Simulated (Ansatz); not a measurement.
Crystal: As.

```
CELL_PARAMETERS angstrom
2.70368 0.00000 0.00000
0.00000 2.70368 0.00000
0.00000 0.00000 2.70368
ATOMIC_POSITIONS crystal
As 0.50000 0.50000 0.50000
```

This isn't the form of As at room conditions, which is rhombohedral.

```yaml
Program: Ansatz 0.2.0
Task: relaxation of cell and atoms
Functional: BLYP
Potentials_or_basis: Ansatz PAW
Cutoff: "420 eV (not typed: the program's choice for these potentials)"
k_mesh: 10 × 10 × 10
Occupations: fermi-dirac, width 0.05 eV
Spin: no spin polarisation
```

At the start: volume 19.76 Å³/atom.

Question: How do energy, volume and symmetry change on relaxing?

Answer: It ends after 5 steps and the volume is 21.96 Å³/atom (+11.1 %); space group Pm-3m (No. 221, to 0.05 Å).

Step by step:
| step | energy change (eV) | largest force (eV/Å) | volume (Å³) |
| --- | --- | --- | --- |
| 1 | 0.0000 | 0.0000 | 19.76 |
| 2 | -0.0495 | 0.0000 | 22.64 |
| 3 | -0.0535 | 0.0000 | 22.07 |
| 4 | -0.0536 | 0.0000 | 21.96 |
| 5 | -0.0542 | 0.0000 | 21.96 |

Final structure:
```
CELL_PARAMETERS angstrom
2.80035 0.00000 0.00000
0.00000 2.80035 0.00000
0.00000 0.00000 2.80035
ATOMIC_POSITIONS crystal
As 0.50000 0.50000 0.50000
```

Caveat: the plane-wave basis is chosen anew once the cell has moved, so the energies of steps on either side of that aren't comparable; the PAW data sets come from PBE, with cores solved anew for the run's functional, which leaves a small shift of forces and pressure.
